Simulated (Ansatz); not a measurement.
Runs of Ansatz 0.2.0 on MoS2. Symmetry: P6_3/mmc, No. 194, hexagonal system. The conventional cell has a = 3.169 Å, b = 3.169 Å, c = 12.324 Å, α = 90.00°, β = 90.00°, γ = 120.00°. Around Mo (site symmetry -6m2) lie 6 S at 2.41 Å. S (site symmetry 3m) is surrounded by 3 Mo at 2.41 Å. 

```tsv
task	level	potentials or basis	U	cutoff (eV)	points for each segment of the path	hubbard projectors	double counting	gap on the mesh (eV)	pressure (GPa)	V0 of scaled cells (Å³/atom)	B0 (GPa)	largest force (eV/Å)
equation of state	PBE+D4	Ansatz PAW	-	420	-	-	-	-	-	17.67	153	-
band structure	r2SCAN+U	Ansatz PAW	Mo d U = 5 eV	500	14	ortho-atomic (the default)	fll (the default)	1.09	1.0	-	-	0.25
equation of state	PBE	Ansatz PAW large core	-	420	-	-	-	-	-	18.11	143	-
single point	PBE	Ansatz PAW	-	500	-	-	-	0.93	(a)	-	-	0.07
equation of state	RPBE+D4	Ansatz PAW	-	420	-	-	-	-	-	(b)	155	-
```

Alike in all rows: no spin polarisation; cell as given; k mesh 10 × 10 × 3; smearing fermi-dirac 0.05 eV.

**Question.** Fill in the values left out.

**Answer.** (a) 2.0; (b) 17.46.

Caveats: the cell was scaled at fixed shape and fractional positions, which overstates the stiffness of a crystal with free parameters, most of all of layers and chains (some runs); this functional lacks dispersion, which binds the layers, so the pressure and a relaxed spacing across them are unreliable (some runs); the k mesh misses the band edges, so the gap on the mesh is wider than the one along the path (some runs); the PAW data sets come from PBE, with cores solved anew for the run's functional, which leaves a small shift of forces and pressure (some runs); this set keeps more shells in the core, which shifts pressures and gaps (some runs); odd divisions of the mesh miss points on the zone boundary, where band edges often lie, so the gap on the mesh can be too wide (some runs); the potentials were made for another functional, which shifts forces and pressure (some runs).

A k mesh can miss the band edges, and the runs leave out spin-orbit coupling on Mo.
